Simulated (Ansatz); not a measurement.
GeTe:
```
GeTe
1.0
    2.11325     1.22009     3.64703
   -2.11325     1.22009     3.64703
    0.00000    -2.44017     3.64703
Ge Te
1 1
Direct
  0.23389   0.23389   0.23389
  0.76611   0.76611   0.76611
```

Relaxed with PBE.

### Question
Give the Bader charges and basin volumes of the independent atoms, DFT-PBE in the program Ansatz with PAW potentials.

### Answer


| atom | Bader charge (e) | Bader volume (Å³) |
|---|---|---|
| Ge1 | +0.39 | 21.9 |
| Te2 | -0.39 | 34.5 |

Space group R3m. The PBE relaxation kept the symmetry of its start. Spin–orbit coupling is left out wherever it is not named.

Potentials: the later of the program's two PAW sets.
